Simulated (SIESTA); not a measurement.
BN under changes of volume

One of the cells (6.088 Å³/atom); the others are scaled copies at fixed shape and fractional positions:

```
N B
1.0
     2.57085    0.00000    0.00000
    -1.28543    2.22642    0.00000
     0.00000    0.00000    4.25485
N B
2 2
Direct
  0.33333 0.66667 0.12528
  0.66667 0.33333 0.62528
  0.33333 0.66667 0.49972
  0.66667 0.33333 0.99972
```

Measurements of this composition are mostly on another form, of space group No. 194.

```yaml
Program: SIESTA 5.4.2
Functional: PBE
Potentials_or_basis: PseudoDojo 0.4 standard (PBE files)
Basis: DZP (energy shift 0.002 Ry)
Grid_cutoff: 800 Ry
Energy_shift: 0.002 Ry
k_mesh: 12 × 12 × 6
Occupations: fermi-dirac, width 0.05 eV
Spin: no spin polarisation
```

```csv
volume (Å³/atom),energy over the lowest point (meV/atom),pressure (GPa),gap on the mesh (eV),largest force (eV/Å)
5.611,34.15,29.0,5.25,0.043
5.730,16.06,19.7,5.28,0.029
5.850,4.69,11.0,5.31,0.023
6.088,0.00,-4.3,5.36,0.005
6.208,5.75,-11.0,5.38,0.020
6.327,?,?,?,?
```

What does the run at 6.327 Å³/atom give?

Energy over the lowest point 16.27 meV/atom; pressure -17.1 GPa; gap on the mesh 5.40 eV; largest force 0.035 eV/Å.

Worked out: A Birch-Murnaghan fit of order 3 (a polynomial in V^(-2/3)) to the other rows has its minimum at 6.02 Å³/atom with B0 = V·E''(V) = 370 GPa and B' = 3.4 at fixed shape and positions, which overstates the stiffness. It gives 16.19 meV/atom at 6.327 Å³/atom, against the run's 16.27, and -dE/dV = -17.1 GPa, against -17.1. A straight line through the other rows of the gap, of slope 1.29 eV per unit of ln V, extrapolates to 5.41 eV, against the run's 5.40.

Energies are extrapolated to zero smearing.

Caveats: the basis of atomic orbitals isn't converged, which shifts pressures, moduli and gaps.

A mesh can miss the band edges.
